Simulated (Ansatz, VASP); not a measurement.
**HfN: VASP beside Ansatz**

```
CELL_PARAMETERS angstrom
2.82503 0.00000 0.00000
0.00000 2.82503 0.00000
0.00000 0.00000 2.82503
ATOMIC_POSITIONS crystal
Hf 0.00000 0.00000 0.00000
N 0.50000 0.50000 0.50000
```

Alike in both runs: functional PBE; k mesh 20 × 20 × 20; occupations gaussian, width 0.1 eV; no spin polarisation.

Ansatz relaxed the structure, and its values are those at the end. VASP's run is a single point on that final structure, the one shown.

|  | VASP | Ansatz |
| --- | --- | --- |
| version | VASP 6.6.1 | Ansatz 0.2.0 |
| potentials or method | VASP PAW PBE potentials, release 64 (Hf_pv, N) | scalar-relativistic, plane waves, PAW |
| plane-wave cutoff (eV) | 520 | 420 |
| valence electrons in the cell | 15 | 31 |

Ansatz gave:

* gap on the k mesh at the Fermi level (eV): none
* pressure (GPa): 0.0

**Question.** What did VASP give for the same quantities?

**Answer.** gap on the k mesh at the Fermi level (eV): none; pressure (GPa): -2.6.

A gap of «none» marks a metal or a gap that the smearing closes. The functional is the same, so the differences come from potentials, cutoffs and numerics. The two sets of potentials don't hold the same shells in valence.

The runs have no spin-orbit coupling, so splittings on Hf are missing.
